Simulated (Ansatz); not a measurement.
System: spinel MgAl2O4. Method: PBEsol (Ansatz, a program for electronic structure, PAW).

Numerical settings: plane-wave cutoff 500 eV, 8×8×8 k mesh, gaussian smearing 0.02 eV, scalar-relativistic PAW data made under PBE.

Cell (relaxed at this level):

Space group Fd-3m, origin choice 1 (No. 227); a = b = c = 8.106 Å, α = β = γ = 90.00°

```csv
atom,site,symmetry,x,y,z
Mg,8b,-43m,0.5000,0.5000,0.5000
Al,16c,.-3m,0.1250,0.1250,0.1250
O,32e,.3m,0.3615,0.3615,0.3615
```
(The calculation used a cell of 14 atoms; values per cell refer to that cell.)

### Question
Estimate the band gap that the calculation returns.

### Answer

band gap: 5.21 eV (on the SCF k mesh)

Measured, for comparison: band gap 7.8 eV (temperature not stated, not corrected to a static lattice; as tabulated in Neo et al. (2023), doi:10.1002/gch2.202200236). Computed (rounded) less measured: band gap -2.59 eV.

Computed values are for the static lattice.
